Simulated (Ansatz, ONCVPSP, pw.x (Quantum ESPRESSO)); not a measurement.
pw.x on fcc W: one setting changed

Potential: optimised norm-conserving Vanderbilt (ONCV), ONCVPSP 4.0.1.1 (patched build), PBE; core [Kr] 4d10 4f14, reference 5s2 5p6 5d4 6s2; waves: 5s+6s: rc 1.70 bohr, ncon 4, nbas 7, qcut 6.4 1/bohr, 2 projectors; 5p: rc 1.80 bohr, ncon 4, nbas 9, qcut 6.1 1/bohr, 2 projectors, debl 0.8 Ha; 5d: rc 1.70 bohr, ncon 4, nbas 9, qcut 8.7 1/bohr, local; local part: the d channel; core correction: Teter function, parameters optimised by the program. In the p channel the program set the typed energies aside and used -1.588, 0.250 Ha.

The reference run (k-mesh 14³, cutoffs 50/200 Ry, Fermi–Dirac 0.01 Ry, mixing_beta 0.4, conv_thr 1e-9, no spin) gives -2.34 GPa at 16.478 Å³/atom, where all-electron LAPW gives -0.06 GPa. This run, with its own iteration cap, changes ecutrho/ecutwfc to 3.

```
&control
  calculation='scf', prefix='x', pseudo_dir='./', outdir='./tmp', tstress=.true., disk_io='none'
/
&system
  ibrav=0, nat=1, ntyp=1, ecutwfc=50, ecutrho=150, nbnd=15,
  occupations='smearing', smearing='fd', degauss=0.01
/
&electrons
  conv_thr=1e-09, mixing_beta=0.4, electron_maxstep=60
/
ATOMIC_SPECIES
W 1.0 W.UPF
CELL_PARAMETERS angstrom
  0.00000000 2.01972156 2.01972156
  2.01972156 0.00000000 2.01972156
  2.01972156 2.01972156 0.00000000
ATOMIC_POSITIONS crystal
W 0.0000 0.0000 0.0000
K_POINTS automatic
14 14 14 0 0 0
```

```bash
pw.x < W.scf.in > W.scf.out
```

**Question.** How does the run end?

**Answer.** It converges in 7 iterations; the free energy moves by +0.0 meV/atom and the pressure by +0.00 GPa. Below 4 the density is truncated and F is no longer variational, so a small shift in one case is no licence.

```
Message from routine set_cutoff:
     ecutrho < 4*ecutwfc, are you sure?
     Message from routine setup:
     using ibrav=0 with symmetry is DISCOURAGED, use correct ibrav instead
     lattice parameter (alat)  =       5.3977  a.u.
     unit-cell volume          =     111.1991 (a.u.)^3
     number of electrons       =        14.00
     number of Kohn-Sham states=           15
     kinetic-energy cutoff     =      50.0000  Ry
     charge density cutoff     =     150.0000  Ry
     scf convergence threshold =      1.0E-09
     Exchange-correlation= PBE
     number of k points=   104  Fermi-Dirac smearing, width (Ry)=  0.0100
     iteration #  1     ecut=    50.00 Ry     beta= 0.40
     total energy              =    -149.10104916 Ry
     estimated scf accuracy    <       0.03840041 Ry
     iteration #  2     ecut=    50.00 Ry     beta= 0.40
     total energy              =    -149.10182550 Ry
     estimated scf accuracy    <       0.00553329 Ry
     iteration #  3     ecut=    50.00 Ry     beta= 0.40
     total energy              =    -149.10245636 Ry
     estimated scf accuracy    <       0.00033516 Ry
     iteration #  4     ecut=    50.00 Ry     beta= 0.40
     total energy              =    -149.10247377 Ry
     estimated scf accuracy    <       0.00000507 Ry
     iteration #  5     ecut=    50.00 Ry     beta= 0.40
     total energy              =    -149.10247523 Ry
     estimated scf accuracy    <       0.00000038 Ry
     iteration #  6     ecut=    50.00 Ry     beta= 0.40
     total energy              =    -149.10247527 Ry
     estimated scf accuracy    <          2.0E-09 Ry
     iteration #  7     ecut=    50.00 Ry     beta= 0.40
     the Fermi energy is    20.9895 ev
!    total energy              =    -149.10247527 Ry
     estimated scf accuracy    <          1.1E-10 Ry
     smearing contrib. (-TS)   =      -0.00527391 Ry
     The total energy is F=E-TS. E is the sum of the following terms:
     one-electron contribution =     -18.93282724 Ry
     hartree contribution      =      17.18129237 Ry
     xc contribution           =     -29.62248712 Ry
     ewald contribution        =    -117.72317937 Ry
     convergence has been achieved in   7 iterations
          total   stress  (Ry/bohr**3)                   (kbar)     P=      -23.42
     Message from routine punch:
     Nothing written, as per user request (disk_io='none')
```

The run took about 16 s on one core of a shared host (Neoverse-N1, 64 threads, 124 GiB, load 54).
